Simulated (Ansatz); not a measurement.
**Step by step: LiH, relaxation of cell and atoms**

Theory: Ansatz 0.2.0, DFT, PBE, PAW with Ansatz's default frozen-core files, scalar-relativistic.

Command: `ansatz run input.yaml --threads 1 --pin off --max-ram 2048MiB --backend cpu --events-out ev --progress --plain --runs-dir out` The run took about 6.6 s on 1 thread of a shared machine.

```yaml
crystal:
  lattice:
    - [0.0, 2.2322827293, 2.2322827293]
    - [2.2322827293, 0.0, 2.2322827293]
    - [2.2322827293, 2.2322827293, 0.0]
  atoms:
    - { symbol: Li, position: [0.0, 0.0, 0.0] }
    - { symbol: H, position: [0.25, 0.25, 0.25] }
kpoints:
  mp_grid: { grid: [13, 13, 13] }
scf:
  occupations: { method: fermi_dirac, width: 0.05 }
hamiltonian:
  xc: pbe
  pseudopotentials: { kind: paw }
output:
  forces: true
  stress: true
  write_density: true
  write_potential: true
  elf: true
  volumetric_format: npy
relax:
  f_tol: 0.005
  max_steps: 80
  cell: {}
```

The cell is built from the zincblende type as a first guess.

The cutoff is 420 eV; energies and pressures of the walk include the program's estimate of the Pulay term.

Each frame lists the cell vectors (Å), then Cartesian positions (Å); symmetry keeps all forces zero. Free energies count from the first step, -221.2731 eV.

The walk took 5 evaluations in all; steps that aren't listed are left out.

Step 1: E = 0.0 meV, P = -2.70 GPa

```
cell 0.0000 2.2323 2.2323 2.2323 0.0000 2.2323 2.2323 2.2323 0.0000
Li    0.0000    0.0000    0.0000
H     1.1161    1.1161    1.1161
```

Step 2: E = -21.1 meV, P = -1.06 GPa

```
cell 0.0000 2.1745 2.1745 2.1745 0.0000 2.1745 2.1745 2.1745 0.0000
Li    0.0000    0.0000    0.0000
H     1.0872    1.0872    1.0872
```

Step 3: E = -24.4 meV, P = 0.16 GPa

```
cell 0.0000 2.1404 2.1404 2.1404 0.0000 2.1404 2.1404 2.1404 0.0000
Li    0.0000    0.0000    0.0000
H     1.0702    1.0702    1.0702
```

How does the relaxation end?

It converges, with a = 4.290 Å, b = 4.290 Å, c = 4.290 Å, α = 90.00°, β = 90.00°, γ = 90.00° (conventional cell, space group F-43m). The last solve (on a basis chosen afresh for the final cell, so its energy is not quite comparable) gives E = -23.4 meV, P = -0.05 GPa:
```
cell 0.0000 2.1449 2.1449 2.1449 0.0000 2.1449 2.1449 2.1449 0.0000
Li    0.0000    0.0000    0.0000
H     1.0724    1.0724    1.0724
```
